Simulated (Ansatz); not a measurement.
SiO2 with Hf replacing Si: gradients before and after relaxing the atoms

Start: a supercell of SiO2 (space group Ima2) built from a COD entry (perhaps calculated rather than measured), with all atoms left at the host's positions.

```
CELL_PARAMETERS angstrom
-5.10850 3.97895 2.47825
10.21700 -7.95790 4.95650
5.10850 3.97895 -2.47825
ATOMIC_POSITIONS crystal
Hf 0.85660 0.30091 0.45843
Si 0.85660 0.80092 0.45843
Si 0.14340 0.19909 0.54157
Si 0.14340 0.69908 0.54157
Si 0.85660 0.44909 0.75477
Si 0.85660 0.94908 0.75477
Si 0.14340 0.05092 0.24523
Si 0.14340 0.55092 0.24523
O 0.87536 0.38205 0.26992
O 0.87536 0.88205 0.26992
O 0.49418 0.30272 0.73008
O 0.49418 0.80272 0.73008
O 0.87536 0.05272 0.61126
O 0.87536 0.55272 0.61126
O 0.49418 0.13205 0.38874
O 0.49418 0.63205 0.38874
O 0.96610 0.39578 0.67453
O 0.96610 0.89579 0.67453
O 0.11704 0.14578 0.32547
O 0.11704 0.64579 0.32547
O 0.09431 0.29716 0.50000
O 0.09431 0.79715 0.50000
O 0.09431 0.04716 0.00000
O 0.09431 0.54715 0.00000
```

Atoms are numbered from 1 in the order listed; like atoms form one site, named after its first atom.

Computed with Ansatz: DFT, PBE, plane waves and PAW, scalar-relativistic, 420 eV cutoff, Γ-centred 4×2×3 k-points, Fermi–Dirac smearing 0.01 eV.

The largest force at the start is 20 eV/Å. Relaxing the ions at fixed cell moves them by 0.608 Å at most (atom 21, O) and 0.355 Å rms.

```tsv
site	atom	moved (Å)	first shell before	first shell after	V_zz before (10²¹ V/m²)	η before
Hf	1	0.183	4 O at 1.61–1.62 Å	4 O at 1.93–1.96 Å	-6.16	0.53
Si2	2	0.213	4 O at 1.61–1.62 Å	4 O at 1.60–1.63 Å	0.71	0.84
Si3	3	0.259	4 O at 1.61–1.62 Å	4 O at 1.61–1.65 Å	-1.40	0.45
Si5	5	0.212	4 O at 1.61–1.62 Å	4 O at 1.61–1.63 Å	-0.51	0.76
Si6	6	0.187	4 O at 1.61–1.62 Å	4 O at 1.61–1.64 Å	0.70	0.90
Si7	7	0.323	4 O at 1.61–1.62 Å	4 O at 1.61–1.63 Å	0.46	0.24
O9	9	0.409	1 Si at 1.62 Å, 1 Hf at 1.62 Å, angle 135°	1 Si at 1.62 Å, 1 Hf at 1.95 Å, angle 126°	5.47	0.19
O12	12	0.254	2 Si at 1.62 Å, angle 135°	2 Si at 1.62 Å, angle 141°	8.80	0.33
O13	13	0.395	2 Si at 1.62 Å, angle 135°	2 Si at 1.64–1.65 Å, angle 125°	8.75	0.34
O15	15	0.341	1 Hf at 1.62 Å, 1 Si at 1.62 Å, angle 135°	1 Si at 1.62 Å, 1 Hf at 1.95 Å, angle 131°	5.30	0.20
O17	17	0.530	1 Si at 1.62 Å, 1 Hf at 1.62 Å, angle 138°	1 Si at 1.62 Å, 1 Hf at 1.96 Å, angle 118°	5.11	0.25
O20	20	0.391	2 Si at 1.62 Å, angle 138°	2 Si at 1.63 Å, angle 124°	8.77	0.29
O21	21	0.608	1 Hf at 1.61 Å, 1 Si at 1.61 Å, angle 146°	1 Si at 1.61 Å, 1 Hf at 1.93 Å, angle 125°	5.27	0.15
O22	22	0.525	2 Si at 1.61 Å, angle 146°	2 Si at 1.59–1.60 Å, angle 155°	9.50	0.18
O23	23	0.162	2 Si at 1.61 Å, angle 146°	2 Si at 1.61 Å, angle 145°	9.50	0.18
O24	24	0.324	2 Si at 1.61 Å, angle 146°	2 Si at 1.60–1.61 Å, angle 141°	9.38	0.15
```

Q: How do the gradients change?

A: 

| site | atom | V_zz after | η after | change of V_zz |
| --- | --- | --- | --- | --- |
| Hf | 1 | 12.72 | 0.39 | – |
| Si2 | 2 | 0.59 | 0.77 | -0.12 |
| Si3 | 3 | 0.78 | 0.78 | – |
| Si5 | 5 | -1.60 | 0.39 | -1.09 |
| Si6 | 6 | 1.04 | 0.58 | +0.34 |
| Si7 | 7 | 0.61 | 0.35 | – |
| O9 | 9 | 5.10 | 0.16 | -0.37 |
| O12 | 12 | 9.05 | 0.28 | +0.25 |
| O13 | 13 | 8.27 | 0.57 | -0.48 |
| O15 | 15 | 5.26 | 0.14 | -0.04 |
| O17 | 17 | 4.83 | 0.45 | -0.28 |
| O20 | 20 | 7.77 | 0.51 | -1.00 |
| O21 | 21 | 4.81 | 0.22 | -0.46 |
| O22 | 22 | 9.36 | 0.10 | -0.14 |
| O23 | 23 | 9.22 | 0.21 | -0.28 |
| O24 | 24 | 8.58 | 0.25 | -0.80 |

The largest change of V_zz along a kept axis is on Si5, from -0.51 to -1.60. The whole tensor moves most on Hf, by 12.93 along its most changed direction. Where |V_zz| stays above 0.1 and the axes keep their order, η moves most on Si5, from 0.76 to 0.39. On O22, O9, O15, O21, O17 V_xx and V_yy change places (or their axes turn by over 50°), so the two values of η hide a larger change. On Hf, Si3, Si7 the largest principal value lies along another axis in the second run, so the two V_zz can't be compared directly. The table leaves out 8 of the 24 sites, with |V_zz| up to 8.95; their tensors move by 2.73 at most along any direction. The statements above cover all sites. The host's own positions weren't relaxed first, so part of the change far from the defect can be the host's relaxation.

The defect repeats with the cell of 24 atoms, so it feels its images: sites between two images don't show the values beside a lone defect, and zeros or small values of η there can come from the images' arrangement. O and Si carry a gradient in the pure host already, so the values there aren't the defect's effect alone. Without spin–orbit coupling the gradients at and beside Hf can be off by some per cent, at some sites by more.
Before: The cell keeps the host's lattice, where the PBE pressure is 21 GPa. The neighbours have not yet relaxed around the defect (largest force 20 eV/Å), so the values at and beside it are those of a strained start, not of the defect in a real crystal.
